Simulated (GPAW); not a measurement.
Set up this calculation in GPAW 26.7.0, as an ASE script.

```
Task                : band structure
Functional          : BLYP
Potentials or basis : PAW data sets generated in the run's folder for this functional
Cutoff              : 600 eV
Basis               : pw
k mesh              : 12 × 12 × 12
Occupations         : fermi-dirac, width 0.05 eV
Spin                : no spin polarisation
Eigensolver         : davidson
Maxiter             : 150
Band path           : GHNGPH,PN
Band points         : 80
```

The structure of W lies in W.xyz:

```xyz
1
Lattice="-1.5823450000 1.5823450000 1.5823450000 1.5823450000 -1.5823450000 1.5823450000 1.5823450000 1.5823450000 -1.5823450000" Properties=species:S:1:pos:R:3 pbc="T T T"
W      0.0000000000      0.0000000000      0.0000000000
```

One way to write it, as run:

run.py

```python
from ase.dft.bandgap import bandgap
from ase.io import read, write
from ase.units import Bohr, GPa
from gpaw import GPAW, PW, setup_paths
from gpaw.elf import elf_from_dft_calculation

setup_paths.insert(0, '.')

atoms = read('W.xyz')

calc = GPAW(mode=PW(600),
            xc='BLYP',
            kpts={'size': (12, 12, 12), 'gamma': True},
            occupations={'name': 'fermi-dirac', 'width': 0.05},
            nbands=16,
            convergence={'density': 1e-05, 'energy': 1e-05},
            eigensolver='davidson',
            maxiter=150,
            txt='gpaw.txt')
atoms.calc = calc
energy = atoms.get_potential_energy()
forces = atoms.get_forces()
stress = atoms.get_stress()
calc.write('gs.gpw')
write('result.traj', atoms)
print(f'Energy: {energy:.6f} eV')
print('Forces (eV/A):')
print(forces.round(4))
print('Stress (GPa):', (stress / GPa).round(3))
print('Fermi level:', round(calc.get_fermi_level(), 4), 'eV')
print(f'Gap: {bandgap(calc)[0]:.4f} eV, direct: {bandgap(calc, direct=True)[0]:.4f} eV')

# fields on the real-space grid
write('density.cube', atoms, data=calc.get_pseudo_density() * Bohr**3)
write('potential.cube', atoms, data=calc.get_electrostatic_potential())
write('elf.cube', atoms, data=elf_from_dft_calculation(calc).data)

path = atoms.cell.bandpath('GHNGPH,PN', npoints=80, eps=1e-4)
bs_calc = calc.fixed_density(kpts=path, symmetry='off', nbands=24,
                             convergence={'bands': 'CBM+6.0', 'eigenstates': 1e-6}, txt='bands.txt')
bs = bs_calc.band_structure()
bs.write('bs.json')
print(f'Gap on the path: {bandgap(bs_calc)[0]:.4f} eV')
```

Potentials or basis: PAW data sets generated in the run's folder for this functional, pw.

Run with:

```bash
$ gpaw-setup -f BLYP W
$ OMP_NUM_THREADS=1 python run.py
```

It gave:

- Pressure: 14.3 GPa
- Band gap along the path: none (metal or under the smearing width)

Caveat: spin-orbit coupling is left out, which moves the levels of the heavy elements.

It took 13 s on 1 thread of Arm Neoverse V2 (shared host), peak memory 0.17 GiB.
